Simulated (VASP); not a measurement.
Write the native input for VASP 6.6.1 that does the following.

```
Task                   : dielectric tensor
Functional             : PBE
Potentials or basis    : VASP PAW PBE potentials, release 64 (Cd, S)
Cutoff                 : 520 eV
k mesh                 : 14 × 14 × 14
Occupations            : gaussian, width 0.03 eV
Spin                   : no spin polarisation
Monkhorst-Pack mesh    : yes
Further INCAR settings : ALGO = Normal; EDIFF = 1e-08
```

The structure of CdS (Hawleyite) lies in POSCAR:

```
CdS                                     
1.0
    0.0000000000      2.9176352628      2.9176352628
    2.9176352628      0.0000000000      2.9176352628
    2.9176352628      2.9176352628      0.0000000000
  Cd              S             
     1     1
Direct
     1.0000000000000000    1.0000000000000000    1.0000000000000000
     0.2500000000000000    0.2500000000000000    0.2500000000000000
```

One way to write it, as run:

INCAR

```
SYSTEM = CdS
ALGO = Normal
EDIFF = 1E-8
ENCUT = 520
GGA = PE
ISIF = 2
ISMEAR = 0
LASPH = .TRUE.
LCHARG = .FALSE.
LEPSILON = .TRUE.
LREAL = .FALSE.
LWAVE = .FALSE.
NELM = 80
PREC = Accurate
SIGMA = 0.03
```

KPOINTS

```
k-points
0
Monkhorst
  14 14 14
  0 0 0
```

Potentials or basis: VASP PAW PBE potentials, release 64 (Cd, S).

Launch:

```bash
$ cat potpaw_PBE.64/Cd/POTCAR potpaw_PBE.64/S/POTCAR > POTCAR
$ mpirun -np 1 vasp_std > vasp.out
```

Results of the run:

- Electronic dielectric tensor (diagonal): 6.13
- Born charges (mean of the diagonal): Cd +2.18; S -2.18 e

Run time: 21 min on 1 thread of Intel(R) Xeon(R) 6975P-C (Granite Rapids), on a shared host, peak memory 2 GiB.
